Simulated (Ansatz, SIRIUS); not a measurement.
This is a calculation of Si for SIRIUS 7.12.0. Atoms were shifted at random by some hundredths of an Å from the given cell, which wasn't relaxed again for these runs. This isn't the form of Si at room conditions, which is diamond.

The input sirius.json:

```json
{
  "control": {
    "processing_unit": "cpu",
    "verbosity": 2,
    "num_bands_to_print": 10,
    "print_forces": true,
    "print_stress": true
  },
  "parameters": {
    "electronic_structure_method": "pseudopotential",
    "xc_functionals": ["XC_GGA_X_PBE_SOL", "XC_GGA_C_PBE_SOL"],
    "gk_cutoff": 6.0,
    "pw_cutoff": 12.0,
    "ngridk": [11, 11, 11],
    "shiftk": [0, 0, 0],
    "smearing": "fermi_dirac",
    "smearing_width": 0.0018374661,
    "num_bands": 10,
    "num_mag_dims": 0,
    "num_dft_iter": 100,
    "energy_tol": 1e-08,
    "density_tol": 1e-06
  },
  "iterative_solver": {
    "type": "davidson",
    "min_tolerance": 1e-10
  },
  "mixer": {
    "type": "anderson",
    "beta": 0.7,
    "max_history": 8
  },
  "settings": {
    "tol_ne": 1e-10,
    "pseudo_grid_cutoff": 6.5
  },
  "unit_cell": {
    "lattice_vectors": [
      [-4.481244195028, 4.481244195028, 2.511947533855],
      [4.481244195028, -4.481244195028, 2.511947533855],
      [4.481244195028, 4.481244195028, -2.511947533855]
    ],
    "atom_coordinate_units": "lattice",
    "atom_types": ["Si"],
    "atom_files": {
      "Si": "Si.json"
    },
    "atoms": {
      "Si": [
        [0.500617, 0.504993, -0.009059],
        [0.25566, 0.759012, 0.494937]
      ]
    }
  }
}
```

Potentials or basis: PseudoDojo 0.4.1 PBEsol standard (scalar relativistic).

Launch:

```bash
$ upf_to_json Si.upf
$ OMP_NUM_THREADS=1 sirius.scf --input=sirius.json --output=out.json --task=0
```

Task: Set up the same calculation for Ansatz 0.2.0. Potentials or basis there: Ansatz PAW, cutoff 420 eV.

Result: As run (cutoffs and basis follow the program's own potentials, and thresholds, step limits or extra output files can differ):

Contents of input.yaml:

```yaml
crystal:
  lattice:
    - [-2.3713723045, 2.3713723045, 1.3292653899]
    - [2.3713723045, -2.3713723045, 1.3292653899]
    - [2.3713723045, 2.3713723045, -1.3292653899]
  atoms:
    - { symbol: Si, position: [0.500617, 0.504993, -0.009059] }
    - { symbol: Si, position: [0.25566, 0.759012, 0.494937] }
hamiltonian:
  xc: pbesol
  pseudopotentials: { kind: paw }
kpoints:
  mp_grid: { grid: [11, 11, 11] }
scf:
  occupations: { method: fermi_dirac, width: 0.05 }
output:
  forces: true
  stress: true
  eigenvalues: true
  write_density: true
  write_potential: true
  elf: true
  volumetric_format: npy
```

Potentials or basis: Ansatz PAW.

Launch:

```console
$ ansatz run input.yaml --threads 1 --pin off --max-ram 3584MiB --backend cpu --events-out ev --progress --plain --runs-dir out
```

Both were run:

|  | SIRIUS | Ansatz |
| --- | --- | --- |
| Pressure | 0.6 GPa | 0.7 GPa |
| Largest force | 0.080 eV/Å | 0.080 eV/Å |
| Energy over the undisturbed cell | 0.3 meV/atom | 0.3 meV/atom |

Ansatz's pressure holds a Pulay term of +0.03 GPa for its cutoff of 420 eV, which the other run lacks.

Ansatz's potentials were made for PBE.

Where Ansatz's input types no cutoff or centring, it takes its own default and a Γ-centred mesh.

Pressure is positive in compression.
